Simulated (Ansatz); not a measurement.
# Structure types of CoSi compared at 15 GPa

Structure types of CoSi are relaxed in primitive cells with their symmetry kept at 15 GPa on PAW files, and LAPW takes those cells. The enthalpy is E + pV at zero temperature, without zero-point motion. Only the types listed were tried, and differences under about 5 meV/atom are mesh noise. The real phase may be another.

All numbers are PBE results (scalar-relativistic) from Ansatz 0.2.0, with Fermi–Dirac smearing of 0.1 eV, spin-polarised from start moments Co1 1.7 μB. Methods: LAPW: all electrons, basis error target 0.5 meV/atom; PAW: frozen-core files, cutoff 420 eV.

k meshes: rocksalt 15×15×15, CsCl 14×14×14, zincblende 13×13×13, NiAs 11×11×7.

Other magnetic orders may lie lower.

Task: Order the types by LAPW enthalpy, lowest first.
A. zincblende
B. rocksalt
C. CsCl
D. NiAs

Result: C (0 meV/atom), D (181 meV/atom), B (665 meV/atom), A (1253 meV/atom).

```json
{"start type": "rocksalt", "ends as": "rocksalt, Fm-3m", "a, b, c (Å)": "4.544, 4.544, 4.544", "V (Å³/atom)": "11.73", "H − H(lowest), LAPW (meV/atom)": "664.9", "same, PAW": "663.5", "moment (μB/atom)": "0.00"}
{"start type": "CsCl", "ends as": "CsCl, Pm-3m", "a, b, c (Å)": "2.726, 2.726, 2.726", "V (Å³/atom)": "10.13", "H − H(lowest), LAPW (meV/atom)": "0.0", "same, PAW": "0.0", "moment (μB/atom)": "0.24"}
{"start type": "zincblende", "ends as": "zincblende, F-43m", "a, b, c (Å)": "4.905, 4.905, 4.905", "V (Å³/atom)": "14.75", "H − H(lowest), LAPW (meV/atom)": "1252.6", "same, PAW": "1249.5", "moment (μB/atom)": "0.00"}
{"start type": "NiAs", "ends as": "NiAs, P6_3/mmc", "a, b, c (Å)": "3.285, 3.285, 4.951", "V (Å³/atom)": "11.57", "H − H(lowest), LAPW (meV/atom)": "180.8", "same, PAW": "178.8", "moment (μB/atom)": "0.00"}
```
